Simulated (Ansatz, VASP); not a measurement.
# One calculation of GaN, two programs

```xyz
4
Lattice="3.2011 0.0000 0.0000 -1.6005 2.7722 0.0000 0.0000 0.0000 5.2002" Properties=species:S:1:pos:R:3 pbc="T T T"
Ga    0.0000    1.8481    0.0205
Ga    1.6005    0.9241    2.6206
N     0.0000    1.8481    1.9816
N     1.6005    0.9241    4.5817
```

Change from the starting cell: volume scaled by 1.02, ions relaxed.

Alike in both runs: functional PBE; k mesh 11 × 11 × 6; occupations fermi-dirac, width 0.02 eV; no spin polarisation.

Ansatz relaxed the structure, and its values are those at the end. VASP's run is a single point on that final structure, the one shown.

```csv
,VASP,Ansatz
version,VASP 6.6.1,Ansatz 0.2.0
potentials or method,"VASP PAW PBE potentials, release 64 (Ga_d, N)","plane-wave PAW, scalar-relativistic"
plane-wave cutoff (eV),520,420
valence electrons in the cell,36,36
```

|  | VASP | Ansatz | Ansatz less VASP |
| --- | --- | --- | --- |
| gap on the k mesh at the Fermi level (eV) | 1.85 | 1.85 | -0.007 |
| pressure (GPa) | 3.5 | 3.4 | -0.07 |

With one functional, cell and mesh, what is left measures potentials, basis and numerics. Ansatz warned: «stress_scf_threshold_loose».
